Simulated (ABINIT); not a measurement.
MgS (Niningerite):

```
CELL_PARAMETERS angstrom
0.00000 2.60165 2.60165
2.60165 0.00000 2.60165
2.60165 2.60165 0.00000
ATOMIC_POSITIONS crystal
S 0.50000 0.50000 0.50000
Mg 0.00000 0.00000 0.00000
```

* Program: ABINIT 10.8.3 (patched build)
* Task: relaxation of cell and atoms
* Functional: LDA
* Potentials or basis: PseudoDojo NC SR LDA v0.4.1 standard
* Cutoff: 1143 eV
* k mesh: 7 × 7 × 7
* Occupations: fermi-dirac, width 0.05 eV
* Spin: no spin polarisation

At the start: pressure -3.2 GPa; volume 17.61 Å³/atom.

Q: Where does the relaxation end?

A: Over 4 steps the energy falls by 7.3 meV/atom and the volume is 16.89 Å³/atom (-4.1 %); space group Fm-3m (No. 225, to 0.05 Å).

The path:
```csv
step,energy change (eV),largest force (eV/Å),pressure (GPa),volume (Å³)
1,0.0000,0.0000,-3.17,35.22
2,-0.0060,0.0000,-2.48,34.88
3,-0.0146,0.0000,0.14,33.73
4,-0.0147,0.0000,-0.01,33.79
```

Final structure:
```
S Mg
1.0
     0.00000    2.56596    2.56596
     2.56596    0.00000    2.56596
     2.56596    2.56596    0.00000
S Mg
1 1
Direct
  0.50000 0.50000 0.50000
  0.00000 0.00000 0.00000
```
